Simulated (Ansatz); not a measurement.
**Zr: the order of phases at one pressure**

Which of hcp, diamond, omega, simple hexagonal has the lowest enthalpy for Zr at one common pressure? The runs shown use LAPW. Companion runs by PAW are cited.

Program: Ansatz 0.2.0. Level of theory: DFT, PBE, all-electron LAPW, scalar-relativistic. These are calculated values, not measurements.

### 1 The system as given

It takes space group P6_3/mmc (No. 194, hexagonal). The conventional cell has a = 3.210 Å, b = 3.210 Å, c = 5.146 Å, α = 90.00°, β = 90.00°, γ = 120.00°. Around Zr (site symmetry -6m2) lie 12 Zr at 3.17 to 3.21 Å.

As a file:

```cif
data_structure
_symmetry_space_group_name_H-M 'P 1'
_symmetry_Int_Tables_number 1
_cell_length_a 3.2097
_cell_length_b 3.2097
_cell_length_c 5.1463
_cell_angle_alpha 90.000
_cell_angle_beta 90.000
_cell_angle_gamma 120.000
_cell_volume 45.92
loop_
_atom_site_label
_atom_site_type_symbol
_atom_site_fract_x
_atom_site_fract_y
_atom_site_fract_z
_atom_site_occupancy
Zr1 Zr 0.33333 0.66667 0.25000 1
Zr2 Zr 0.66667 0.33333 0.75000 1
```

Atoms are numbered in the order of the input: Zr1, Zr2.

### 2 Hcp relaxed under pressure, LAPW

input.yaml reads:

```yaml
crystal:
  lattice:
    - [3.2097443702, 0.0, 0.0]
    - [-1.6048721851, 2.7797201643, 0.0]
    - [0.0, 0.0, 5.1462781135]
  atoms:
    - { symbol: Zr, position: [0.3333333333, 0.6666666667, 0.25] }
    - { symbol: Zr, position: [0.6666666667, 0.3333333333, 0.75] }
kpoints:
  mp_grid: { grid: [14, 14, 8] }
scf:
  occupations: { method: fermi_dirac, width: 0.05 }
hamiltonian:
  xc: pbe
  pseudopotentials: { kind: all_electron, lapw: { basis_error: 0.0005 } }
output:
  forces: true
  stress: true
  eigenvalues: true
relax:
  f_tol: 0.005
  max_steps: 12
  cell: { p_target: 1.8, stress_tol: 0.03 }
```

The run is started by

```bash
> ansatz run input.yaml --threads 2 --pin off --max-ram 5120MiB --backend cpu --events-out ev --progress --plain --runs-dir out
```

Log, cut to the lines that bear on the results:

```text
[...]
LAPW: plane waves up to 7.227 Å⁻¹, error target 5.0e-4 eV per atom; small_component_spin mean_spin; Zr in spheres of 1.538 Å, 28 of its electrons in bands, Dirac shells []
[...]
Pseudopotentials: kind: all_electron
Pseudopotential: Zr, LAPW, valence charge 28, Koelling and Harmon's equation, gaussian nucleus
Functional definition: PBE
[...]
Crystal: 2 atoms, lattice volume = 45.916 Å³
Basis set: ecut = 199.0106748198264 eV, 299 PW (Γ), exchange–correlation at level 2
Bands: 34, of which v1, the nominal top of the filled ones, is band 28 counted from 1 (27 counted from 0)
Symmetry: 24 space group operations
Space group: P63/mmc (ITA 194), of the structure as read, at distance tolerance 3.6e-5 Å
k-points: 120 of 1568
[...]
SCF iter   1: F=—  HF=-195854.394302 eV  |F-HF|=—  |Δ(HF+E_count)|=         —  Δρ=2.02e-2  dr2=1.76e-1  ethr=3.13e-4  ⟨swp⟩=2.6  Hψ=25358  notcnv=0
[...]
the basis was enlarged: its passes take 526.4 KiB over the memory plan, 2 of 2 planned eigensolver slots
[...]
relax step   1: F+E_penalty+E_count = -195854.22629146 eV  Δ(F+E_penalty+E_count) = +0.000e0 eV  max|allowed force component| = 3.608e-16 eV/Å  Δτ_max = 0.0000 Å  P = +1.823 GPa  Ω = 45.916 Å³  (8 SCF iters, accepted)
[...]
relax step   2: F+E_penalty+E_count = -195854.22629146 eV  Δ(F+E_penalty+E_count) = -1.513e-9 eV  max|allowed force component| = 2.961e-16 eV/Å  Δτ_max = 0.0000 Å  P = +1.823 GPa  Ω = 45.916 Å³  stress off target by 2.49e-2 GPa  SCF on the basis re-selected at this cell (its energy is not [...]
SCF converged after 2 iterations
Free energy (F): -195854.226291 eV
[...]
E sigma→0 (E₀):  -195854.217313 eV
Entropy (-TS):   -0.017957 eV (-8.979 meV/atom)
Fermi energy:    16.038275 eV
[...]
--- Forces (eV/Å), atoms counted from 1 ---
  atom   1  Zr     0.00000000     0.00000000     0.00000000
  atom   2  Zr     0.00000000    -0.00000000     0.00000000
[...]
--- Stress (GPa, compression-positive) ---
        1.824887       0.000000      -0.000000
        0.000000       1.824887       0.000000
       -0.000000       0.000000       1.818862
  P = ⅓ Tr σ = 1.8229 GPa (18.229 kbar)
--- Band table (eV; the first three rows and the last of 120) ---
[...]
--- Relaxed structure (1 steps of the walk, 1 accepted, 1 SCFs on fresh bases) ---
  F+E_penalty+E_count = -195854.22629146 eV   max|allowed force component| = 2.961e-16 eV/Å   (the final SCF, on the basis selected at the relaxed cell)
  cell:  # Å, volume = 45.9161 Å³
    - [3.209744370230436, 0.0, 0.0]
    - [-1.604872185115218, 2.779720164273642, 0.0]
    - [0.0, 0.0, 5.1462781135]
  atoms:
    - { symbol: Zr, position: [0.3333333333333333, 0.6666666666666666, 0.25] }
    - { symbol: Zr, position: [0.6666666666666665, 0.3333333333333333, 0.7500000000000001] }
```

It took 22 s on 2 threads of Arm Neoverse V1, shared host; peak memory 0.52 GiB.

Step by step:

```csv
step,energy from step 1 (eV/cell),largest force component (eV/Å),pressure (GPa),volume (Å³)
1,0.0000,0.0000,1.82,45.92
2,0.0000,0.0000,1.82,45.92
```

Step 1 is the start. Step 2 repeats the geometry before on a plane-wave basis chosen anew for that cell, so the energy can jump there without any move; the table keeps such jumps.

| input's cell | before | after | change |
| --- | --- | --- | --- |
| a (Å) | 3.210 | 3.210 | -0.0 % |
| b (Å) | 3.210 | 3.210 | -0.0 % |
| c (Å) | 5.146 | 5.146 | +0.0 % |
| volume (Å³/atom) | 22.96 | 22.96 | -0.0 % |

This run gives: pressure 1.82 GPa; no gap.

### 3 Diamond relaxed under pressure, LAPW

input.yaml reads:

```yaml
crystal:
  lattice:
    - [0.0, 3.0908578306, 3.0908578306]
    - [3.0908578306, 0.0, 3.0908578306]
    - [3.0908578306, 3.0908578306, 0.0]
  atoms:
    - { symbol: Zr, position: [-0.125, -0.125, -0.125] }
    - { symbol: Zr, position: [0.125, 0.125, 0.125] }
kpoints:
  mp_grid: { grid: [11, 11, 11] }
scf:
  occupations: { method: fermi_dirac, width: 0.05 }
hamiltonian:
  xc: pbe
  pseudopotentials: { kind: all_electron, lapw: { basis_error: 0.0005 } }
output:
  forces: true
  stress: true
  eigenvalues: true
relax:
  f_tol: 0.005
  max_steps: 12
  cell: { p_target: 1.8, stress_tol: 0.03 }
```

The run is started by

```bash
> ansatz run input.yaml --threads 2 --pin off --max-ram 5120MiB --backend cpu --events-out ev --progress --plain --runs-dir out
```

Log, cut to the lines that bear on the results:

```text
[...]
LAPW: plane waves up to 8.474 Å⁻¹, error target 5.0e-4 eV per atom; small_component_spin mean_spin; Zr in spheres of 1.298 Å, 30 of its electrons in bands, Dirac shells []
[...]
[... 1 set-up line as earlier in the session ...]
Pseudopotential: Zr, LAPW, valence charge 30, Koelling and Harmon's equation, gaussian nucleus
[... 1 set-up line as earlier in the session ...]
[...]
Crystal: 2 atoms, lattice volume = 59.056 Å³
Basis set: ecut = 273.5947189222558 eV, 609 PW (Γ), exchange–correlation at level 2
Bands: 36, of which v1, the nominal top of the filled ones, is band 30 counted from 1 (29 counted from 0)
Symmetry: 48 space group operations
Space group: Fd-3m (ITA 227), of the structure as read, at distance tolerance 3.9e-5 Å
k-points: 56 of 1331
[...]
SCF iter   1: F=—  HF=-195849.529857 eV  |F-HF|=—  |Δ(HF+E_count)|=         —  Δρ=1.66e-2  dr2=3.24e-1  ethr=5.38e-4  ⟨swp⟩=2.4  Hψ=12535  notcnv=0
[...]
E sigma→0 (E₀):  -195849.398895 eV
Entropy (-TS):   -0.041804 eV (-20.902 meV/atom)
Fermi energy:    11.353840 eV
[...]
--- Forces (eV/Å), atoms counted from 1 ---
  atom   1  Zr     0.00000000     0.00000000    -0.00000000
  atom   2  Zr     0.00000000     0.00000000    -0.00000000
[...]
--- Stress (GPa, compression-positive) ---
        1.817364      -0.000000      -0.000000
       -0.000000       1.817364       0.000000
       -0.000000       0.000000       1.817364
  P = ⅓ Tr σ = 1.8174 GPa (18.174 kbar)
--- Band table (eV; the first three rows and the last of 56) ---
[...]
--- Relaxed structure (1 steps of the walk, 1 accepted, 1 SCFs on fresh bases) ---
  F+E_penalty+E_count = -195849.41979653 eV   max|allowed force component| = 9.252e-18 eV/Å   (the final SCF, on the basis selected at the relaxed cell)
  cell:  # Å, volume = 59.0564 Å³
    - [0.0, 3.0908578306, 3.0908578306]
    - [3.0908578306, 0.0, 3.0908578306]
    - [3.0908578306, 3.0908578306, 0.0]
  atoms:
    - { symbol: Zr, position: [-0.125, -0.125, -0.125] }
    - { symbol: Zr, position: [0.125, 0.125, 0.125] }
```

Run time: 17 s. Hardware: 2 threads of Arm Neoverse V1, shared host; peak memory 0.42 GiB.

The steps of the relaxation:

```csv
step,energy from step 1 (eV/cell),largest force component (eV/Å),pressure (GPa),volume (Å³)
1,0.0000,0.0000,1.82,59.06
2,0.0000,0.0000,1.82,59.06
```

Step 1 is the start. Step 2 repeats the geometry before on a plane-wave basis chosen anew for that cell, so the energy can jump there without any move; the table keeps such jumps.

| input's cell | before | after | change |
| --- | --- | --- | --- |
| a (Å) | 4.371 | 4.371 | -0.0 % |
| b (Å) | 4.371 | 4.371 | -0.0 % |
| c (Å) | 4.371 | 4.371 | -0.0 % |
| volume (Å³/atom) | 29.53 | 29.53 | -0.0 % |

In short: pressure 1.82 GPa; no gap.

### 4 Omega relaxed under pressure, LAPW

input.yaml reads:

```yaml
crystal:
  lattice:
    - [5.0112053441, 0.0, 0.0]
    - [-2.5056026721, 4.3398311315, 0.0]
    - [0.0, 0.0, 3.1292289832]
  atoms:
    - { symbol: Zr, position: [0.0, 0.0, 0.0] }
    - { symbol: Zr, position: [0.3333333333, 0.6666666667, 0.5] }
    - { symbol: Zr, position: [0.6666666667, 0.3333333333, 0.5] }
kpoints:
  mp_grid: { grid: [7, 7, 10] }
scf:
  occupations: { method: fermi_dirac, width: 0.05 }
hamiltonian:
  xc: pbe
  pseudopotentials: { kind: all_electron, lapw: { basis_error: 0.0005 } }
output:
  forces: true
  stress: true
  eigenvalues: true
relax:
  f_tol: 0.005
  max_steps: 12
  cell: { p_target: 1.8, stress_tol: 0.03 }
```

The run is started by

```bash
> ansatz run input.yaml --threads 2 --pin off --max-ram 5120MiB --backend cpu --events-out ev --progress --plain --runs-dir out
```

Log, cut to the lines that bear on the results:

```text
[...]
LAPW: plane waves up to 7.858 Å⁻¹, error target 5.0e-4 eV per atom; small_component_spin mean_spin; Zr in spheres of 1.403 Å, 28 of its electrons in bands, Dirac shells []
[...]
[... 3 set-up lines as earlier in the session ...]
[...]
Crystal: 3 atoms, lattice volume = 68.054 Å³
Basis set: ecut = 235.25814838243815 eV, 559 PW (Γ), exchange–correlation at level 2
Bands: 51, of which v1, the nominal top of the filled ones, is band 42 counted from 1 (41 counted from 0)
[... 1 set-up line as earlier in the session ...]
Space group: P6/mmm (ITA 191), of the structure as read, at distance tolerance 4.1e-5 Å
k-points: 48 of 490
[...]
SCF iter   1: F=—  HF=-293781.661699 eV  |F-HF|=—  |Δ(HF+E_count)|=         —  Δρ=2.45e-2  dr2=5.61e-1  ethr=6.67e-4  ⟨swp⟩=2.1  Hψ=14979  notcnv=0
[...]
  atom   2  Zr    -0.00000000     0.00000000     0.00000000
  atom   3  Zr     0.00000000    -0.00000000     0.00000000
[...]
--- Stress (GPa, compression-positive) ---
        1.824998       0.000000       0.000000
        0.000000       1.824998       0.000000
        0.000000       0.000000       1.822846
  P = ⅓ Tr σ = 1.8243 GPa (18.243 kbar)
--- Band table (eV; the first three rows and the last of 48) ---
[...]
--- Relaxed structure (1 steps of the walk, 1 accepted, 1 SCFs on fresh bases) ---
  F+E_penalty+E_count = -293781.34531556 eV   max|allowed force component| = 3.084e-17 eV/Å   (the final SCF, on the basis selected at the relaxed cell)
  cell:  # Å, volume = 68.0538 Å³
    - [5.011205344059044, 2.8867535817830914e-11, 0.0]
    - [-2.505602672054522, 4.339831131521036, 0.0]
    - [0.0, 0.0, 3.1292289832]
  atoms:
    - { symbol: Zr, position: [0.0, 0.0, 0.0] }
    - { symbol: Zr, position: [0.33333333333333337, 0.6666666666666667, 0.5] }
    - { symbol: Zr, position: [0.6666666666666667, 0.33333333333333337, 0.5] }
```

Run time: 28 s. Hardware: 2 threads of Arm Neoverse V1, shared host; peak memory 0.49 GiB.

Step by step:

```csv
step,energy from step 1 (eV/cell),largest force component (eV/Å),pressure (GPa),volume (Å³)
1,0.0000,0.0000,1.82,68.05
2,0.0000,0.0000,1.82,68.05
```

Step 1 is the start. Step 2 repeats the geometry before on a plane-wave basis chosen anew for that cell, so the energy can jump there without any move; the table keeps such jumps.

| input's cell | before | after | change |
| --- | --- | --- | --- |
| a (Å) | 5.011 | 5.011 | +0.0 % |
| b (Å) | 5.011 | 5.011 | +0.0 % |
| c (Å) | 3.129 | 3.129 | +0.0 % |
| volume (Å³/atom) | 22.68 | 22.68 | +0.0 % |

Result: pressure 1.82 GPa; no gap.

### 5 Simple hexagonal relaxed under pressure, LAPW

input.yaml reads:

```yaml
crystal:
  lattice:
    - [2.9982244945, 0.0, 0.0]
    - [-1.4991122472, 2.5965385784, 0.0]
    - [0.0, 0.0, 3.0006750592]
  atoms:
    - { symbol: Zr, position: [0.0, 0.0, 0.0] }
kpoints:
  mp_grid: { grid: [14, 14, 13] }
scf:
  occupations: { method: fermi_dirac, width: 0.05 }
hamiltonian:
  xc: pbe
  pseudopotentials: { kind: all_electron, lapw: { basis_error: 0.0005 } }
output:
  forces: true
  stress: true
  eigenvalues: true
relax:
  f_tol: 0.005
  max_steps: 12
  cell: { p_target: 1.8, stress_tol: 0.03 }
```

The run is started by

```bash
> ansatz run input.yaml --threads 2 --pin off --max-ram 5120MiB --backend cpu --events-out ev --progress --plain --runs-dir out
```

Log, cut to the lines that bear on the results:

```text
[...]
LAPW: plane waves up to 7.600 Å⁻¹, error target 5.0e-4 eV per atom; small_component_spin mean_spin; Zr in spheres of 1.454 Å, 28 of its electrons in bands, Dirac shells []
[...]
[... 3 set-up lines as earlier in the session ...]
[...]
Crystal: 1 atoms, lattice volume = 23.360 Å³
Basis set: ecut = 220.09165177014893 eV, 175 PW (Γ), exchange–correlation at level 2
Bands: 18, of which v1, the nominal top of the filled ones, is band 14 counted from 1 (13 counted from 0)
[... 1 set-up line as earlier in the session ...]
Space group: P6/mmm (ITA 191), of the structure as read, at distance tolerance 2.9e-5 Å
k-points: 168 of 2548
[...]
SCF iter   1: F=—  HF=-97926.805154 eV  |F-HF|=—  |Δ(HF+E_count)|=         —  Δρ=1.82e-2  dr2=8.38e-2  ethr=2.97e-4  ⟨swp⟩=2.8  Hψ=19160  notcnv=0
[...]
  atom   1  Zr     0.00000000     0.00000000     0.00000000
[...]
--- Stress (GPa, compression-positive) ---
        1.821052       0.000000       0.000000
       -0.000000       1.821052       0.000000
        0.000000       0.000000       1.818426
  P = ⅓ Tr σ = 1.8202 GPa (18.202 kbar)
--- Band table (eV; the first three rows and the last of 168) ---
  k-point 0: bands = ["-295.8805", "-295.8805", "-295.8739", "-153.0353", "-153.0353", "-153.0308", "-153.0308", "-153.0175", "-33.2167", "-10.7965", "-10.5440", "-10.5440", "10.1914", "13.6592", "16.6546", "16.6546", "21.0692", "21.0692"]
[...]
--- Relaxed structure (1 steps of the walk, 1 accepted, 1 SCFs on fresh bases) ---
  F+E_penalty+E_count = -97926.74744121 eV   max|allowed force component| = 0.000e0 eV/Å   (the final SCF, on the basis selected at the relaxed cell)
  cell:  # Å, volume = 23.3603 Å³
    - [2.998224494450488, -2.8867507652536107e-11, 0.0]
    - [-1.499112247200244, 2.5965385784573125, 0.0]
    - [0.0, 0.0, 3.0006750592]
  atoms:
    - { symbol: Zr, position: [0.0, 0.0, 0.0] }
```

Wall time 10 s (2 threads of Arm Neoverse V1, shared host); peak memory 0.36 GiB.

Relaxation path:

```csv
step,energy from step 1 (eV/cell),largest force component (eV/Å),pressure (GPa),volume (Å³)
1,0.0000,0.0000,1.82,23.36
2,0.0000,0.0000,1.82,23.36
```

Step 1 is the start. Step 2 repeats the geometry before on a plane-wave basis chosen anew for that cell, so the energy can jump there without any move; the table keeps such jumps.

| input's cell | before | after | change |
| --- | --- | --- | --- |
| a (Å) | 2.998 | 2.998 | -0.0 % |
| b (Å) | 2.998 | 2.998 | -0.0 % |
| c (Å) | 3.001 | 3.001 | -0.0 % |
| volume (Å³/atom) | 23.36 | 23.36 | -0.0 % |

Result: pressure 1.82 GPa; no gap.

### 6 All runs together

Rows by PAW come from runs of the same series that aren't printed here.

Enthalpy per atom, H = F + pV at p = 1.8 GPa, from each method's lowest phase:

```
method             start  space group, start → end  volume (Å³/atom)  pressure (GPa)  enthalpy (meV/atom)
  LAPW               hcp       P6_3/mmc → P6_3/mmc            22.958             1.8                  5.0
  LAPW           diamond             Fd-3m → Fd-3m            29.528             1.8               2482.1
  LAPW             omega           P6/mmm → P6/mmm            22.685             1.8                  0.0
  LAPW  simple hexagonal           P6/mmm → P6/mmm            23.360             1.8                375.3
   PAW               hcp       P6_3/mmc → P6_3/mmc            22.958             1.8                  5.2
   PAW           diamond             Fd-3m → Fd-3m            29.528             1.8               2481.7
   PAW             omega           P6/mmm → P6/mmm            22.685             1.8                  0.0
   PAW  simple hexagonal           P6/mmm → P6/mmm            23.360             1.8                375.2
```

### 7 Outcome

| quantity | value |
| --- | --- |
| pressure | 1.8 GPa |
| lowest (LAPW) | omega, 5.0 meV/atom under hcp |
| lowest (PAW) | omega, 5.2 meV/atom under hcp |

By LAPW the order is omega < hcp < simple hexagonal < diamond. By PAW the order is omega < hcp < simple hexagonal < diamond. The methods agree on the lowest phase. Only these structures were tried, with electrons smeared by 0.05 eV and without vibrations, so the true ground state may be another. The k meshes differ between phases and weren't tested, which can move differences by some meV.
